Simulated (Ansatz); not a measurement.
Runs of Ansatz 0.2.0 on Pt. The structure is cubic, space group Fm-3m (No. 225). Conventional cell: a = 3.922 Å, b = 3.922 Å, c = 3.922 Å, α = 90.00°, β = 90.00°, γ = 90.00°. Pt (site symmetry m-3m) is surrounded by 12 Pt at 2.77 Å. 

```csv
task,level,potentials or basis,spin,cell,k mesh,cutoff (eV),smearing,gap on the mesh (eV),pressure (GPa),relaxed volume (Å³/atom)
relaxation of cell and atoms,PBEsol,"all-electron LAPW, scalar-relativistic",off,relaxed,12 × 12 × 12,-,fermi-dirac 0.05 eV,-,0.0,15.05
relaxation of cell and atoms,RPBE+D4,"all-electron LAPW, scalar-relativistic",off,relaxed,12 × 12 × 12,-,fermi-dirac 0.05 eV,-,0.0,(a)
single point,PBE,"all-electron LAPW, scalar-relativistic",off,as given,12 × 12 × 12,270,gaussian 0.018 eV,none,10.2,-
single point,PBE,"all-electron LAPW, scalar-relativistic",off,as given,12 × 12 × 12,270,gaussian 0.015 eV,none,10.2,-
relaxation of cell and atoms,revPBE,"all-electron LAPW, scalar-relativistic",off,relaxed,12 × 12 × 12,-,fermi-dirac 0.05 eV,-,0.0,15.84
single point,PBE,"all-electron LAPW, scalar-relativistic",off,as given,12 × 12 × 12,270,gaussian 0.011 eV,none,10.2,-
single point,PBE,"all-electron LAPW, scalar-relativistic",off,as given,12 × 12 × 12,270,gaussian 0.02 eV,none,10.2,-
relaxation of cell and atoms,PBE,"all-electron LAPW, scalar-relativistic",off,relaxed,12 × 12 × 12,-,fermi-dirac 0.05 eV,-,0.0,(b)
relaxation of cell and atoms,BLYP,"all-electron LAPW, scalar-relativistic",off,relaxed,12 × 12 × 12,-,fermi-dirac 0.05 eV,-,0.0,16.64
band structure,RPBE,"all-electron LAPW, scalar-relativistic",off,as given,12 × 12 × 12,271,fermi-dirac 0.05 eV,-,14.5,-
relaxation of cell and atoms,PBEsol+D4,"all-electron LAPW, scalar-relativistic",off,relaxed,12 × 12 × 12,-,fermi-dirac 0.05 eV,-,0.0,14.82
```

Alike in all rows: basis error allowed 0.001 eV/atom.

Question: Fill in the values left out.

Answer: (a) 15.08; (b) 15.65.

Caveats: the volume moved by +10 % from the deposited cell, more than functionals usually miss (some runs).

A k mesh can miss the band edges, and the runs leave out spin-orbit coupling on Pt.

A gap of «none» marks a metal or a gap under the smearing width.

Not every run made on this cell is shown here.
